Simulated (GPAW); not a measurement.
# MnO (I4/mmm) in GPAW: further runs

The runs below take MnO through relaxation of the atoms, with PBE.

Program: GPAW 26.7.0. These are calculated values, not measurements. Logs are shortened: lines on timing, memory, paths and dates and some standing lists are left out, and cuts for length are marked. The log counts tension as positive stress, the text compression.

### 1 The cell of the first run

The structure is tetragonal, space group I4/mmm (No. 139). The conventional cell has a = 3.142 Å, b = 3.142 Å, c = 4.622 Å, α = 90.00°, β = 90.00°, γ = 90.00°. Mn (site symmetry 4/mmm) has 6 O at 2.22 to 2.31 Å as nearest neighbours. O (site symmetry 4/mmm) is surrounded by 6 Mn at 2.22 to 2.31 Å.

### 2 Relaxation of the atoms, PBE, collinear spin, ferromagnetic start (strain = 0.04)

Contents of run.py:

```python
from ase.io import read, write
from ase.optimize import BFGS
from gpaw import GPAW, PW

atoms = read('MnO.xyz')
atoms.set_initial_magnetic_moments([4.0, 0.0])

calc = GPAW(mode=PW(800),
            xc='PBE',
            kpts={'size': (7, 7, 7), 'gamma': True},
            occupations={'name': 'fermi-dirac', 'width': 0.05},
            nbands=21,
            convergence={'density': 1e-05, 'forces': 0.0001},
            maxiter=150,
            txt='gpaw.txt')
atoms.calc = calc
opt = BFGS(atoms, trajectory='relax.traj', logfile='-')
done = opt.run(fmax=0.02, steps=60)
calc.write('gs.gpw')
write('result.traj', atoms)
print('Converged:', done)
print('Cell:', atoms.cell.cellpar().round(4))
print('Volume:', round(atoms.get_volume(), 4))
print(atoms.get_scaled_positions().round(5))
```

Contents of MnO.xyz:

```xyz
2
Lattice="0.0000000000 2.2220003300 2.2220003300 2.3108803432 0.0000000000 2.2220003300 2.3108803432 2.2220003300 0.0000000000" Properties=species:S:1:pos:R:3 pbc="T T T"
Mn     0.0000000000      0.0000000000      0.0000000000
O      2.3108803432      2.2220003300      2.2220003300
```

Potentials or basis: GPAW PAW data sets (gpaw-data 1.2.1), pw.

On the command line:

```sh
> OMP_NUM_THREADS=1 python run.py
```

gpaw.txt:

```text
__  _  _
 | _ |_)|_||  |
 |__||  | ||/\| - 26.7.0

Input parameters:
  mode=PW(ecut=800.0),
  convergence={'density': 1e-05, 'forces': 0.0001},
  kpts=MonkhorstPack(size=(7, 7, 7), gamma=True),
  maxiter=150,
  nbands=21,
  occupations=Occupations(name='fermi-dirac', width=0.05),
  xc=XC(name='PBE')

Diagonalizing LCAO Hamiltonian
Converting LCAO to pw mode

               O

       Mn

Atoms  # Å, Bohr magnetons
|   | symbol |        x |        y |        z |    initial magnetic moments |
|---|--------|----------|----------|----------|-----------------------------|
| 0 |     Mn | 0.000000 | 0.000000 | 0.000000 | ( 0.0000,  0.0000,  4.0000) |
| 1 |      O | 2.310880 | 2.222000 | 2.222000 | ( 0.0000,  0.0000,  0.0000) |

Unit cell  # Å
| periodic |        x |        y |        z |  lengths |    angles |
|----------|----------|----------|----------|----------|-----------|
|      yes | 0.000000 | 2.222000 | 2.222000 | 3.142383 | 58.694555 |
|      yes | 2.310880 | 0.000000 | 2.222000 | 3.205847 | 60.652722 |
|      yes | 2.310880 | 2.222000 | 0.000000 | 3.205847 | 60.652722 |

Number of symmetries: 16
Symmetry operations  # r_c * U_cc + t_c -> r_c
|    | kind |            matrix            |
|----|------|------------------------------|
|  0 |  σ   |  1, 0, 0,  1, 0,-1,  1,-1, 0 |
|  1 |  C2  |  1, 0, 0,  1,-1, 0,  1, 0,-1 |
|  2 |  E   |  1, 0, 0,  0, 1, 0,  0, 0, 1 |
|  3 |  σ   |  1, 0, 0,  0, 0, 1,  0, 1, 0 |
|  4 |  C2  |  0, 1,-1,  1, 0,-1,  0, 0,-1 |
|  5 |  σ   |  0, 1,-1,  0, 1, 0, -1, 1, 0 |
|  6 |  S4  |  0, 1,-1,  0, 0,-1,  1, 0,-1 |
|  7 |  C4  |  0, 1,-1, -1, 1, 0,  0, 1, 0 |
|  8 |  S4  |  0,-1, 1,  1,-1, 0,  0,-1, 0 |
|  9 |  C4  |  0,-1, 1,  0, 0, 1, -1, 0, 1 |
| 10 |  C2  |  0,-1, 1,  0,-1, 0,  1,-1, 0 |
| 11 |  σ   |  0,-1, 1, -1, 0, 1,  0, 0, 1 |
| 12 |  C2  | -1, 0, 0,  0, 0,-1,  0,-1, 0 |
| 13 |  i   | -1, 0, 0,  0,-1, 0,  0, 0,-1 |
| 14 |  σ   | -1, 0, 0, -1, 1, 0, -1, 0, 1 |
| 15 |  C2  | -1, 0, 0, -1, 0, 1, -1, 1, 0 |

BZ-sampling:
  Number of BZ points: 343
  Number of IBZ points: 40

  Monkhorst-Pack size: [7, 7, 7]
  Monkhorst-Pack shift: [0, 0, 0]

K-points  # in reciprocal-cell coordinates
|     |                                coordinates |     weight |
|-----|--------------------------------------------|------------|
|   0 | (  0.00000000,   0.00000000,   0.00000000) | 0.00291545 |
|   1 | (  0.00000000,   0.14285714,   0.14285714) | 0.00583090 |
|   2 | (  0.00000000,   0.28571429,   0.28571429) | 0.00583090 |
|   3 | (  0.00000000,   0.42857143,   0.42857143) | 0.00583090 |
|   4 | (  0.14285714,  -0.42857143,  -0.42857143) | 0.01166181 |
|   5 | (  0.14285714,   0.14285714,   0.00000000) | 0.01166181 |
|   6 | (  0.14285714,   0.14285714,   0.14285714) | 0.02332362 |
|   7 | (  0.14285714,   0.28571429,   0.14285714) | 0.02332362 |
|   8 | (  0.14285714,   0.28571429,   0.28571429) | 0.02332362 |
|   9 | (  0.14285714,   0.42857143,  -0.42857143) | 0.02332362 |
| ... |                                            |            |
|  39 | (  0.42857143,   0.42857143,   0.42857143) | 0.02332362 |

Plane wave coefficients: 1187
Cutoff: 800.0 eV

Spin-components: 2 (collinear spins)
Bands:           21
Projectors:      11
Spin-degeneracy: 1
Datatype:        complex128

Parallelization:
  kpt:    1
  domain: 1
  band:   1

Density:
  Valence electrons: 21.0
  Components: 2
  Grid points: [21 21 21]
  Charge: 0.0  # |e|

Potential:
  Grid points: [21 21 21]

species:
  Mn:
    name:    Manganese
    Z:       25.0
    valence: 15
    core:    10
    charge:  0.0  # [|e|]
    compensation charges:
      type: gauss
      rc: 0.38  # [Å]
      lmax: 2
    cutoffs:
      filter: 2.14  # [Å]
      core: 0.86  # [Å]
    projectors
    | kind |    occ | energy [eV] | rcut [Å] |
    |------|--------|-------------|----------|
    |   3s |  2.000 |     -85.859 |    1.275 |
    |   4s |  2.000 |      -5.106 |    1.275 |
    |   3p |  6.000 |     -54.597 |    1.281 |
    |   4p |  0.000 |      -1.371 |    1.281 |
    |   3d |  5.000 |      -6.771 |    1.138 |
    |    d |        |      20.441 |    1.138 |

    Using partial waves for Mn as LCAO basis

  O:
    name:    Oxygen
    Z:       8.0
    valence: 6
    core:    2
    charge:  0.0  # [|e|]
    compensation charges:
      type: gauss
      rc: 0.21  # [Å]
      lmax: 2
    cutoffs:
      filter: 1.17  # [Å]
      core: 0.83  # [Å]
    projectors
    | kind |    occ | energy [eV] | rcut [Å] |
    |------|--------|-------------|----------|
    |   2s |  2.000 |     -23.961 |    0.688 |
    |   2p |  4.000 |      -9.029 |    0.598 |
    |    s |        |       3.251 |    0.688 |
    |    p |        |      18.182 |    0.598 |
    |    d |        |       0.000 |    0.619 |

    Using partial waves for O as LCAO basis

Reference energy: -33554.940374  # eV

eigensolver:
  PPCG
  Converge bands: occupied
  niter=2

density mixing:
  MSR1-Mixer
  Pratt-step length: 0.05
  Maximum mixing coefficient: 0.75
  Old densities: 10
  SVD Regularization: 0.005
  Good broyden scale: 1.0
  Trust region scale: 1.0
  Backstep threshold: 4.0
  History deletion threshold: 6.0
  Fourier metric: weight=20.0, sigma=0.015

occupation numbers:
  Fermi-Dirac:
    width: 0.0500  # eV

poisson solver:
  ecut: 6400.0  # eV

xc functional:
  name: PBE with 2 nearest neighbor stencil

convergence criteria:
- Maximum integral of absolute [dens]ity change: 1e-05 electrons / valence electron
- Maximum change in the atomic [forces] across last 2 cycles: 0.0001 eV/Ang OR
Maximum error relative to the maximum force is below inf
- Maximum [total energy] change in last 3 cyles: 0.0005 eV / valence electron
- Maximum integral of absolute [eigenst]ate change: 4e-08 eV^2 / valence electron
maximum number of iterations: 150

SCF iterations
|iter     | |      energy | eigst |  dens |force |  magmom |
|---------|-|-------------|-------|-------|------|---------|
|iter:   1| |  -17.855807 | +0.12 |       |      |  +4.0033|
|iter:   2| |  -17.603459 | -2.01 | -0.90 |      |  +4.0449|
|iter:   3| |  -17.121371 | -2.03 | -0.95 |      |  +4.3905|
|iter:   4| |  -17.155370 | -3.41 | -1.46 |      |  +4.5534|
|iter:   5| |  -17.167626 | -3.00 | -1.74 |      |  +4.7019|
|iter:   6| |  -17.169079 | -4.37 | -2.22 |      |  +4.7613|
|iter:   7| |  -17.169468c| -4.28 | -2.65 |      |  +4.8026|
|iter:   8| |  -17.169478c| -6.61 | -3.41 |      |  +4.8029|
|iter:   9| |  -17.169479c| -7.47c| -4.00 |      |  +4.8031|
|iter:  10| |  -17.169479c| -8.16c| -4.80 |      |  +4.8031|
|iter:  11| |  -17.169479c| -8.38c| -5.08c|      |  +4.8031|
|iter:  12| |  -17.169479c| -9.59c| -6.14c|-24.48c|  +4.8031|

Converged in 12 steps
Energy contributions relative to reference atoms: (reference = -33554.940374)

Energy contributions:
  Kinetic:          20.907081
  Coulomb:         -18.262082
  Zero:              0.319917
  External:          0.000000
  Xc:              -20.131251
  Entropy:          -0.006287
  Spinorbit:         0.000000
  ----------------------------
  Free energy:     -17.172622
  Extrapolated:    -17.169479

dipole moment: (-10.110075, -9.721226, -9.721226)  # |e|*Ang

Total magnetic moment: (0.000000, 0.000000, 4.803058)

Local magnetic moments
|        x |        y |        z |
|----------|----------|----------|
| 0.000000 | 0.000000 | 4.263533 |  # Mn   0
| 0.000000 | 0.000000 | 0.165701 |  # O    1

Fermi level: 7.748
Eigenvalues  # (at kpt = [0.000, 0.000, 0.000])
| band index |      eig [eV] | occ [0-1] |      eig [eV] | occ [0-1] |
|------------|---------------|-----------|---------------|-----------|
|          0 |       -73.805 |     1.000 |       -68.996 |     1.000 |
|        ... |               |           |               |           |
|          3 |       -42.592 |     1.000 |       -37.862 |     1.000 |
|          4 |       -12.282 |     1.000 |       -11.851 |     1.000 |
|          5 |         4.031 |     1.000 |         4.376 |     1.000 |
|          6 |         4.031 |     1.000 |         4.376 |     1.000 |
|          7 |         4.103 |     1.000 |         4.523 |     1.000 |
|          8 |         4.464 |     1.000 |         8.233 |     0.000 |
|          9 |         4.622 |     1.000 |         8.429 |     0.000 |
|         10 |         4.622 |     1.000 |         8.647 |     0.000 |
|         11 |         4.975 |     1.000 |         8.647 |     0.000 |
|         12 |         5.142 |     1.000 |         9.193 |     0.000 |
|         13 |         7.007 |     1.000 |         9.222 |     0.000 |
|         14 |        21.544 |     0.000 |        22.247 |     0.000 |
|         15 |        23.675 |     0.000 |        25.166 |     0.000 |
|         16 |        23.675 |     0.000 |        25.166 |     0.000 |
|         17 |        23.677 |     0.000 |        25.251 |     0.000 |
|         18 |        25.743 |     0.000 |        28.168 |     0.000 |
|        ... |               |           |               |           |
|         20 |        27.074 |     0.000 |        29.476 |     0.000 |

No gap
No difference between direct/indirect transitions

Forces  # eV/Ang
|       x |        y |       z |
|---------|----------|---------|
| 0.00000 |  0.00000 | 0.00000 |  # Mn   0
| 0.00000 | -0.00000 | 0.00000 |  # O    1

# Writing to gs.gpw (mode='')
```

It took 45 s on 1 thread of Arm Neoverse V2, shared host; peak memory 0.18 GiB.

What came out:

```yaml
Free_energy: -17.1726 eV
Band_gap_on_the_k_mesh: none (metal or under the smearing width)
Net_moment: 4.80 μB per cell
Site_moments: Mn +4.26; O +0.17 μB
```

Final structure:
```cif
data_structure
_symmetry_space_group_name_H-M 'P 1'
_symmetry_Int_Tables_number 1
_cell_length_a 3.1424
_cell_length_b 3.2058
_cell_length_c 3.2058
_cell_angle_alpha 58.695
_cell_angle_beta 60.653
_cell_angle_gamma 60.653
_cell_volume 22.82
loop_
_atom_site_label
_atom_site_type_symbol
_atom_site_fract_x
_atom_site_fract_y
_atom_site_fract_z
_atom_site_occupancy
Mn1 Mn 0.00000 0.00000 0.00000 1
O1 O 0.50000 0.50000 0.50000 1
```

Caveat: the density grid can change from cell to cell, which puts small steps into energies and stress; each step starts from the last one's moments, so a moment once lost doesn't come back; the relaxation stopped at its first step, so nothing moved; later steps reuse the first step's grids; a cell with one magnetic atom can't hold antiferromagnetic order, which such compounds often take; semilocal functionals often make such compounds metallic where correlation or magnetic order opens a gap, which also shifts bond lengths.

### 3 Relaxation of the atoms, PBE, collinear spin, ferromagnetic start (strain = 0.01)

Changes to run.py since step 2:

```diff
@@ -4,3 +4,3 @@
 
-atoms = read('MnO.xyz')
+atoms = read('POSCAR')
 atoms.set_initial_magnetic_moments([4.0, 0.0])
```

Contents of POSCAR:

```
MnO
1.0
    0.0000000000      2.2220003300      2.2220003300
    2.2442203333      0.0000000000      2.2220003300
    2.2442203333      2.2220003300      0.0000000000
Mn O
1 1
Direct
    0.0000000000      0.0000000000      0.0000000000
    0.5000000000      0.5000000000      0.5000000000
```

Potentials or basis: GPAW PAW data sets (gpaw-data 1.2.1), pw.

On the command line:

```sh
> OMP_NUM_THREADS=1 python run.py
```

Wall time 45 s (1 thread of Arm Neoverse V2, shared host); peak memory 0.19 GiB.

The run converged. Its results:

```
Free energy            : -17.1798 eV
Band gap on the k mesh : none (metal or under the smearing width)
Net moment             : 4.71 μB per cell
Site moments           : Mn +4.20; O +0.16 μB
```

Final structure:
```yaml
crystal:
  lattice:
    - [0.00000, 2.22200, 2.22200]
    - [2.24422, 0.00000, 2.22200]
    - [2.24422, 2.22200, 0.00000]
  atoms:
    - { symbol: Mn, position: [0.00000, 0.00000, 0.00000] }
    - { symbol: O, position: [0.50000, 0.50000, 0.50000] }
```

Levels at points of the mesh, in eV from the Fermi level:
Spin up:
```tsv
k point	band 10	band 11	band 12	band 13	band 14	band 15	band 16	band 17
(0.00, 0.00, 0.00)	-3.23	-3.23	-2.73	-2.70	-0.71	13.83	16.10	16.10
```
Spin down:
```
           k point  band 4  band 5  band 6  band 7  band 8  band 9  band 10  band 11  band 12  band 13
(0.00, 0.00, 0.00)  -45.71  -19.90   -3.53   -3.53   -3.49    0.61     0.65     0.71     0.71     1.31
```

Caveat: the density grid can change from cell to cell, which puts small steps into energies and stress; each step starts from the last one's moments, so a moment once lost doesn't come back; the relaxation stopped at its first step, so nothing moved; later steps reuse the first step's grids; a cell with one magnetic atom can't hold antiferromagnetic order, which such compounds often take; semilocal functionals often make such compounds metallic where correlation or magnetic order opens a gap, which also shifts bond lengths.
